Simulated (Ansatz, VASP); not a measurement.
# Two plane-wave programs on Rh

```
Rh
1.0
     0.00000    1.90559    1.90559
     1.90559    0.00000    1.90559
     1.90559    1.90559    0.00000
Rh
1
Direct
  0.00000 0.00000 0.00000
```

Alike in both runs: task relaxation of cell and atoms; functional PBE; k mesh 18 × 18 × 18; occupations gaussian, width 0.1 eV; no spin polarisation.

|  | VASP | Ansatz |
| --- | --- | --- |
| version | VASP 6.6.1 | Ansatz 0.2.0 |
| potentials or method | VASP PAW PBE potentials, release 64 (Rh_pv) | scalar-relativistic, plane waves, PAW |
| plane-wave cutoff (eV) | 600 | 420 |
| valence electrons in the cell | 15 | 17 |

|  | VASP | Ansatz | Ansatz less VASP |
| --- | --- | --- | --- |
| gap on the k mesh at the Fermi level, each at its own relaxed structure (eV) | none | none | - |
| relaxed volume (Å³/atom) | 14.04 | 14.04 | +0.004 |
| relaxed cell length with the largest relative difference (Å) | 2.708 | 2.708 | +0.0002 |
| energy change over the relaxation (meV/atom) | -2 | -2 | -0.1 |

A gap of «none» marks a metal or a gap that the smearing closes. The two sets of potentials don't hold the same shells in valence.

PBE usually gives volumes a little too large and moduli too small. Zero-point motion and thermal expansion aren't in these numbers.
